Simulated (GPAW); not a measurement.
InPd:

```xyz
2
Lattice="0.0000 2.7461 2.7461 2.7461 0.0000 2.7461 2.7461 2.7461 0.0000" Properties=species:S:1:pos:R:3 pbc="T T T"
In    0.0000    0.0000    0.0000
Pd    2.7461    2.7461    2.7461
```

The cell was built by a generator and needn't be a form met in nature.

Base run:

```yaml
Program: GPAW 26.7.0
Functional: LDA
Potentials_or_basis: the program's PAW data sets (release 1.2.1) made for this functional
Cutoff: 600 eV
Basis: pw
k_mesh: 8 × 8 × 8
Occupations: fermi-dirac, width 0.05 eV
Spin: no spin polarisation
```

Its results: band gap on the k mesh none (metal or under the smearing width); pressure -8.5 GPa.

Q: The run is repeated on the same cell with these changes: functional from LDA to revPBE. What comes out?

A: Band gap on the k mesh none (metal or under the smearing width); pressure 1.8 GPa.

revPBE binds less tightly than LDA, so the same cell stands under more pressure.

Not every run made on this cell is shown here.
